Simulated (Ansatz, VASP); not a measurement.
## Ru in VASP and in Ansatz

Contents of INCAR:

```
SYSTEM = Ru
ALGO = Fast ; EDIFF = 1E-7
ENCUT = 520 ; ISIF = 2
ISMEAR = -1 ; LASPH = .TRUE.
LCHARG = .FALSE. ; LREAL = .FALSE.
LWAVE = .FALSE. ; NBANDS = 21
NELM = 80 ; PREC = Accurate
SIGMA = 0.05
```

File KPOINTS:

```
k-points
0
G
  11 11 6
  0 0 0
```

POSCAR

```
Ru
1.0
    2.6876397213      0.0000000000      0.0000000000
   -1.3438198606      2.3275642749      0.0000000000
    0.0000000000      0.0000000000      4.2531615502
Ru
2
Direct
    0.6666666667      0.3333333333      0.7500000000
    0.3333333333      0.6666666667      0.2500000000
```

File input.yaml:

```yaml
crystal:
  lattice:
    - [2.6876397213, 0.0, 0.0]
    - [-1.3438198606, 2.3275642749, 0.0]
    - [0.0, 0.0, 4.2531615502]
  atoms:
    - { symbol: Ru, position: [0.6666666667, 0.3333333333, 0.75] }
    - { symbol: Ru, position: [0.3333333333, 0.6666666667, 0.25] }
kpoints:
  mp_grid: { grid: [11, 11, 6] }
scf:
  occupations: { method: fermi_dirac, width: 0.05 }
hamiltonian:
  xc: lda
  pseudopotentials: { kind: all_electron, lapw: { basis_error: 0.001 } }
output:
  forces: true
  stress: true
  eigenvalues: true
```

Change from the starting cell: volume scaled by 0.98.

Alike in both runs: task single point; functional LDA; k mesh 11 × 11 × 6; occupations fermi-dirac, width 0.05 eV; no spin polarisation.

|  | VASP | Ansatz |
| --- | --- | --- |
| version | VASP 6.6.1 | Ansatz 0.2.0 |
| potentials or method | VASP PAW LDA potentials, release 64 (Ru_pv) | all-electron LAPW, scalar-relativistic |
| plane-wave cutoff (eV) | 520 | see its input |

Ansatz gave:

```
gap on the k mesh at the Fermi level (eV)       : none
pressure (GPa)                                  : -5.6
largest component of the traceless stress (GPa) : 0.30
```

Problem. Which values does VASP return?

Solution. gap on the k mesh at the Fermi level (eV): none; pressure (GPa): -4.8; largest component of the traceless stress (GPa): 0.21.

A gap of «none» marks a metal or a gap that the smearing closes. Ansatz ran all-electron here, so the differences hold the error of VASP's frozen core and of both bases.
